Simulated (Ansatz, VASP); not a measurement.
## ZnS (Wurtzite-2H): VASP beside Ansatz

```xyz
4
Lattice="3.9225 0.0000 0.0000 -1.9612 3.3970 0.0000 0.0000 0.0000 6.4238" Properties=species:S:1:pos:R:3 pbc="T T T"
Zn    0.0000    2.2647    0.0324
Zn    1.9612    1.1323    3.2444
S     0.0000    2.2647    2.4407
S     1.9612    1.1323    5.6527
```

Alike in both runs: functional PBE; k mesh 9 × 9 × 6; occupations gaussian, width 0.02 eV; no spin polarisation.

Ansatz relaxed the structure, and its values are those at the end. VASP's run is a single point on that final structure, the one shown.

|  | VASP | Ansatz |
| --- | --- | --- |
| version | VASP 6.6.1 | Ansatz 0.2.0 |
| potentials or method | VASP PAW PBE potentials, release 64 (Zn, S) | scalar-relativistic, plane waves, PAW |
| plane-wave cutoff (eV) | 520 | 420 |
| valence electrons in the cell | 36 | 36 |

```csv
,VASP,Ansatz,Ansatz less VASP
gap on the k mesh at the Fermi level (eV),1.83,1.83,-0.001
least direct gap on the mesh (eV),1.83,1.83,-0.001
pressure (GPa),-3.4,-3.5,-0.12
rms of the force components (eV/Å),0.003,0.003,+0.0003
```

As with any semilocal functional, this PBE gap is likely too small.
